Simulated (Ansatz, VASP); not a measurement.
**One calculation of ZnO, two programs**

```xyz
4
Lattice="3.2374 0.0000 0.0000 -1.6187 2.8036 0.0000 0.0000 0.0000 5.2221" Properties=species:S:1:pos:R:3 pbc="T T T"
Zn    1.6187    0.9345    2.6141
Zn    0.0000    1.8691    0.0031
O     1.6187    0.9345    4.5939
O     0.0000    1.8691    1.9829
```

The cell is a database's computed one.

Alike in both runs: task relaxation of cell and atoms; functional r2SCAN; k mesh 9 × 9 × 6; occupations gaussian, width 0.02 eV; no spin polarisation.

|  | VASP | Ansatz |
| --- | --- | --- |
| version | VASP 6.6.1 | Ansatz 0.2.0 |
| potentials or method | VASP PAW PBE potentials, release 64 (Zn, O) | scalar-relativistic, plane waves, PAW |
| plane-wave cutoff (eV) | 600 | 500 |
| valence electrons in the cell | 36 | 36 |

Ansatz gave:

| Property | Result |
| --- | --- |
| gap on the k mesh at the Fermi level, each at its own relaxed structure (eV) | 1.24 |
| relaxed volume (Å³/atom) | 11.81 |
| relaxed cell length with the largest relative difference (Å) | 5.212 |

Question: What did VASP give for the same quantities?

Answer: gap on the k mesh at the Fermi level, each at its own relaxed structure (eV): 1.23; relaxed volume (Å³/atom): 11.87; relaxed cell length with the largest relative difference (Å): 5.224.

Caveats: the PAW data sets were made with another functional, which shifts forces and pressure a little (VASP). r2SCAN opens gaps a little over a GGA but as a rule still falls short of measured ones.
